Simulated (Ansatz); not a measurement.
# Ge: single point with PBE

Ge:

```
Ge
1.0
    -1.60842    1.60842    1.87318
     1.60842   -1.60842    1.87318
     1.60842    1.60842   -1.87318
Ge
1
Direct
  0.50000 0.50000 0.00000
```

The cell was built by a generator and needn't be a form met in nature.

```json
{"Program": "Ansatz 0.2.0", "Task": "single point", "Functional": "PBE", "Potentials or basis": "Ansatz PAW", "Cutoff": "420 eV (not typed: the program's choice for these potentials)", "k mesh": "12 × 12 × 12", "Occupations": "gaussian, width 0.019 eV", "Spin": "no spin polarisation"}
```

```json
{
  "Pressure": "0.8 GPa",
  "Band gap on the k mesh": "none (metal or under the smearing width)"
}
```

Stress tensor (GPa, compression positive):
```
0.53 0.00 0.00
0.00 0.53 0.00
0.00 0.00 1.49
```

Levels at points of the mesh, in eV from the Fermi level:
```csv
k point,band 4,band 5,band 6,band 7,band 8,band 9,band 10,band 11
"(0.00, 0.00, 0.00)",-24.76,-24.72,-13.04,8.51,8.81,8.81,13.74,13.74
"(0.00, 0.00, -0.50)",-24.72,-24.68,-6.74,-4.86,3.09,4.57,7.66,7.80
"(0.00, -0.50, 0.00)",-24.73,-24.69,-7.81,-5.40,5.04,7.27,10.22,10.61
"(-0.50, -0.50, -0.50)",-24.69,-24.69,-3.62,-2.49,0.69,0.69,4.41,5.19
```

Run time: 0.73 s on 2 threads of Intel(R) Xeon(R) 6975P-C (Granite Rapids), on a shared host, peak memory 0.36 GiB.
